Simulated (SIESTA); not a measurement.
**SnTe under changes of volume**

One of the cells (31.281 Å³/atom); the others are scaled copies at fixed shape and fractional positions:

```
Te Sn
1.0
     0.00000    3.15085    3.15085
     3.15085    0.00000    3.15085
     3.15085    3.15085    0.00000
Te Sn
1 1
Direct
  0.50000 0.50000 0.50000
  0.00000 0.00000 0.00000
```

```yaml
Program: SIESTA 5.4.2
Functional: LDA
Potentials_or_basis: PseudoDojo 0.4 standard (LDA files)
Basis: DZP (energy shift 0.003 Ry; two zetas on semicore shells)
Grid_cutoff: 500 Ry
Energy_shift: 0.003 Ry
k_mesh: 7 × 7 × 7
Occupations: fermi-dirac, width 0.05 eV
Spin: no spin polarisation
```

```csv
volume (Å³/atom),energy over the lowest point (meV/atom),pressure (GPa)
29.404,?,?
30.030,2.47,1.2
30.656,0.00,0.1
31.281,1.71,-0.9
31.907,7.12,-1.8
32.532,15.77,-2.6
33.158,27.23,-3.3
```

What does the run at 29.404 Å³/atom give?

Energy over the lowest point 9.67 meV/atom; pressure 2.5 GPa.

Worked out: A Birch-Murnaghan fit of order 3 (a polynomial in V^(-2/3)) to the other rows has its minimum at 30.70 Å³/atom with B0 = V·E''(V) = 52 GPa and B' = 5.4. It gives 9.75 meV/atom at 29.404 Å³/atom, against the run's 9.67, and -dE/dV = 2.5 GPa, against 2.5.

Energies are extrapolated to zero smearing.

Caveats: the basis of atomic orbitals isn't converged, which shifts pressures, moduli and gaps.
